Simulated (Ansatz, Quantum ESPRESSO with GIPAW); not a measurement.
# CO2: NMR parameters from first principles, part 2 of 2

The task is to compute NMR shifts of CO2 site by site and to simulate its spectra.

Quantum ESPRESSO with GIPAW; PBEsol.

So far. Step 3 (GIPAW: job nmr): In this run the largest span is that of C (site symmetry 1), with principal values -77.5, -76.9 and 276.1 ppm. On O(1) the most shielded direction lies along its short bond to C: a field along the bond can't mix the bonding orbital with those across it, so the paramagnetic term is smallest there. On O(2) the most shielded direction lies along its short bond to C: a field along the bond can't mix the bonding orbital with those across it, so the paramagnetic term is smallest there.

## Step 4: Quadrupolar couplings

Level of this step: DFT, PBEsol, plane-wave PAW, default files, scalar-relativistic, field gradients (Ansatz).

17O has a quadrupole moment, which couples to the field gradient and broadens the lines. The gradient is a property of the ground-state density and needs no response; it is taken from a second code that counts the whole PAW charge. C_Q = eQV_zz/h, with Q = -0.02558 barn for 17O.

This step: DFT, PBEsol, plane-wave PAW, default files (PAW set soft_2), scalar-relativistic, field gradients (Ansatz 0.2.0), on the same atoms.

input.yaml

```yaml
crystal:
  lattice:
    - [10.994667, 0.0, 0.0]
    - [0.0, 3.766817, 0.0]
    - [0.0, 0.0, 5.583264]
  atoms:
    - { symbol: O, position: [0.2088924613, 0.6370656881, 0.1817690015] }
    - { symbol: O, position: [0.7911075387, 0.3629343119, 0.6817690015] }
    - { symbol: O, position: [0.2911075387, 1.1370656881, 0.6817690015] }
    - { symbol: O, position: [0.7088924613, -0.1370656881, 0.1817690015] }
    - { symbol: O, position: [0.0449133594, 0.3208117487, 0.0234641292] }
    - { symbol: O, position: [0.9550866406, 0.6791882513, 0.5234641292] }
    - { symbol: O, position: [0.4550866406, 0.8208117487, 0.5234641292] }
    - { symbol: O, position: [0.5449133594, 0.1791882513, 0.0234641292] }
    - { symbol: C, position: [0.1268503376, 0.4790431282, 0.1027658693] }
    - { symbol: C, position: [0.8731496624, 0.5209568718, 0.6027658693] }
    - { symbol: C, position: [0.3731496624, 0.9790431282, 0.6027658693] }
    - { symbol: C, position: [0.6268503376, 0.0209568718, 0.1027658693] }
kpoints:
  mp_grid: { grid: [2, 5, 3] }
scf:
  occupations: { method: fixed }
hamiltonian:
  xc: pbesol
output:
  forces: false
  stress: false
  efg: { quadrupole_moments_barn: { O: -0.02558 } }
```

Started as:

```
$ ansatz run input.yaml --threads 4 --pin off --max-ram 8192MiB --backend cpu --events-out ev --progress --plain --runs-dir out
```

What it wrote:

```text
[... set-up, SCF cycles and energies left out ...]
--- PAW observables at the nuclei: V_zz in 10²¹ V/m², potentials from the cell's mean, atoms counted from 1 ---
  atom   1  O  V_zz =    +6.764696   η = 0.0349   by run symmetry: allowed   C_q = -4.1841 MHz
  atom   2  O  V_zz =    +6.764696   η = 0.0349   by run symmetry: allowed   C_q = -4.1841 MHz
  atom   3  O  V_zz =    +6.764696   η = 0.0349   by run symmetry: allowed   C_q = -4.1841 MHz
  atom   4  O  V_zz =    +6.764696   η = 0.0349   by run symmetry: allowed   C_q = -4.1841 MHz
  atom   5  O  V_zz =    +6.777796   η = 0.0462   by run symmetry: allowed   C_q = -4.1922 MHz
  atom   6  O  V_zz =    +6.777796   η = 0.0462   by run symmetry: allowed   C_q = -4.1922 MHz
  atom   7  O  V_zz =    +6.777796   η = 0.0462   by run symmetry: allowed   C_q = -4.1922 MHz
  atom   8  O  V_zz =    +6.777796   η = 0.0462   by run symmetry: allowed   C_q = -4.1922 MHz
  atom   9  C  V_zz =    -2.908201   η = 0.0190   by run symmetry: allowed
  atom  10  C  V_zz =    -2.908201   η = 0.0190   by run symmetry: allowed
  atom  11  C  V_zz =    -2.908201   η = 0.0190   by run symmetry: allowed
  atom  12  C  V_zz =    -2.908201   η = 0.0190   by run symmetry: allowed
[the lines on potentials at the nuclei are left out]
```

It took 0.71 s on 4 threads of AMD EPYC 9R45, shared host; peak memory 0.56 GiB; 2.4 s of CPU time.

gipaw.x (job efg) gives them too, in 1.9 s; on PAW files it lacks the augmentation charge of neighbouring atoms. V_zz in 10²¹ V/m²:

```csv
site,Ansatz,gipaw.x,"η_Q, first","η_Q, second"
O(1),6.765,6.455,0.03,0.04
O(2),6.778,6.463,0.05,0.05
C,-2.908,-4.314,0.02,0.01
```

Among gradients over 0.05 the ratio is farthest from one on C, by 48 %; the first column is used below.

Among nuclei of half-integer spin the second-order effect is largest for 17O on O(2) (spin 5/2, C_Q -4.19 MHz): at 9.4 T it moves the centre of gravity of the MAS line by -36 ppm from δ_iso, and by a quarter of that at twice the field, by δ_Q = −(3/40)(C_Q/ν0)²(1 + η²/3)[I(I+1) − 3/4]/[I²(2I−1)²] × 10⁶ ppm with ν0 = 54.3 MHz.

## Step 5: Sites, surroundings and shifts

A shielding is counted from the bare nucleus and a shift from a reference compound, with the opposite sign. Here the reference is a mean over several measured solids, with the slope held at one.

To turn shieldings into shifts, lines fitted to measured solids are used. 13C: δ = (162.2 − σ), zero at TMS, fitted to 6 measured values, from C, KHCO3, Li2CO3, MgCO3, Na2CO3 and SiC, with a scatter of 0.77 ppm r.m.s., on σ without the shape term. Kinds of site that fitted badly were split off after the misses were seen, so the scatter is that of the points kept.

Covalently bonded atoms count as neighbours within 1.18 times the sum of their radii. Otherwise a cation's neighbours lie within 1.2 times its shortest bond (1.3 for large cations, each anion's radius taken off where they differ), and an anion's are the cations that count it.

```csv
site,atom no.,atoms in cell,surroundings,bonds (Å),δ_iso (ppm),C_Q (MHz),η_Q
O(1),1,4,bound to C,1.167,-,-4.18,0.03
O(2),5,4,bound to C,1.167,-,-4.19,0.05
C,9,4,CO2,1.167,121.7,-,-
```

The 2 O sites spread over 0.3 ppm in shielding, from O(2) (least shielded) to O(1).

Simulated spectrum: 13C MAS at 10 kHz, 11.7 T (125.3 MHz), lines broadened by 1.4 ppm; rigid lattice, with dipolar and J couplings left out. Its lines over 1.5 % of the strongest:

```csv
δ (ppm),area
361.1,0.02
281.3,0.18
201.5,1.00
121.7,0.85
41.8,0.36
-38.0,0.36
-117.8,0.08
-197.6,0.02
```

Spinning sidebands lie 79.8 ppm apart.

Simulated spectrum: 17O fast MAS, 14.1 T (81.4 MHz), central transition to second order, lines broadened by 1.5 ppm; the axis counts ppm from the isotropic position of O(1), as −Δσ; rigid lattice, with dipolar and J couplings and satellite transitions left out.

| offset (ppm) | intensity |
| --- | --- |
| 2.5 | 0.00 |
| 0.9 | 0.00 |
| -0.6 | 0.01 |
| -2.1 | 0.01 |
| -3.5 | 0.04 |
| -5.1 | 0.54 |
| -6.1 | 1.00 |
| -6.6 | 0.93 |
| -8.0 | 0.61 |
| -9.6 | 0.49 |
| -11.1 | 0.43 |
| -12.5 | 0.40 |
| -14.1 | 0.38 |
| -15.6 | 0.37 |
| -17.1 | 0.38 |
| -18.5 | 0.39 |
| -20.1 | 0.41 |
| -21.6 | 0.47 |
| -23.0 | 0.61 |
| -24.1 | 0.79 |
| -24.6 | 0.72 |
| -26.1 | 0.14 |
| -27.5 | 0.08 |
| -29.1 | 0.07 |
| -30.6 | 0.06 |
| -32.1 | 0.06 |
| -33.5 | 0.06 |
| -35.1 | 0.05 |
| -36.6 | 0.05 |
| -38.0 | 0.05 |
| -39.6 | 0.03 |
| -41.1 | 0.00 |
| -42.5 | 0.00 |
| -44.1 | 0.00 |
| -45.6 | 0.00 |
| -47.0 | 0.00 |

Most prominent maxima (ppm: height): -6.1: 1.00, -24.1: 0.79.

## Step 6: Outcome

```
13C shift                        : 121.7 ppm
17O shielding without shape term : 190.2, 190.5 ppm
17O size of C_Q                  : 4.19, 4.18 MHz
```

13C has one site (CO2), with isotropic shift 121.7 ppm. No sound run at another cutoff or mesh is at hand, so convergence rests on the f-sum rule and on experience with these files. In PBE checks against another PAW code, field gradients made this way came out 2 to 6 % larger on O (three silicas and corundum) and 10 % smaller on Al (corundum alone). This build of gipaw.x prints that it is not audited and that its numbers are no references by themselves. It also reports spline_ps as false although the input sets it; why was not traced.

[Banner, clock, file and message-heading lines were taken out of the pw.x and gipaw.x logs.]

[Logs are printed without paths, hosts, clocks, repeated set-up lines and the standing remarks that a program may print on its own settings, such as how far it seeks lower states.]

[Hosts, paths, dates, database ids (printed as entryN), source tags and the programs' standing remarks are cut or masked in the printed files.]

[Where no reference line passes its bar on scatter, no shift is given, so a measured shift of this compound may stand uncompared.]
